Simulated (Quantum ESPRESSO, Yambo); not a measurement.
An input for Yambo 5.3.0 (CdS (Hawleyite)):

```
optics
chi
dipoles
Chimod= "HARTREE"
% QpntsRXd
 1 | 4 |
%
% BndsRnXd
 1 | 58 |
%
NGsBlkXd= 3 Ry
% EnRngeXd
 0 | 30 | eV
%
% DmRngeXd
 0.2 | 0.2 | eV
%
ETStpsXd= 301
% LongDrXd
 1 | 0 | 0 |
%
```

```sh
OMP_NUM_THREADS=1 mpirun -n 4 yambo -F optics1.in -J optics1 -C optics1 > optics1.log
```

The stored states that it reads are on a 6×6×6 mesh. Symmetry: F-43m, No. 216, cubic system. Conventional cell: a = 5.833 Å, b = 5.833 Å, c = 5.833 Å, α = 90.00°, β = 90.00°, γ = 90.00°. Nearest to Cd lie 4 S at 2.53 Å. Nearest to S lie 4 Cd at 2.53 Å. Farther neighbours and most contacts between anions are not listed.

Q: Estimate wall time and host memory on 4 MPI ranks of Arm Neoverse V1, shared host.

It took 53 s; on shared hardware allow 27 s to 1.8 min. Peak host memory was 1.6 GiB.

[Paths, hosts, dates, memory and timing lines, banners, echoed tables and standing remarks are left out of the program output.]

[Logs are printed without paths, hosts, clocks, repeated set-up lines and the standing remarks that a program may print on its own settings, such as how far it seeks lower states.]

[Runs of the session that timed out or met a known fault of the program may be left out.]

[Hosts, paths, dates, database ids (printed as entryN), source tags and the programs' standing remarks are cut or masked in the printed files.]
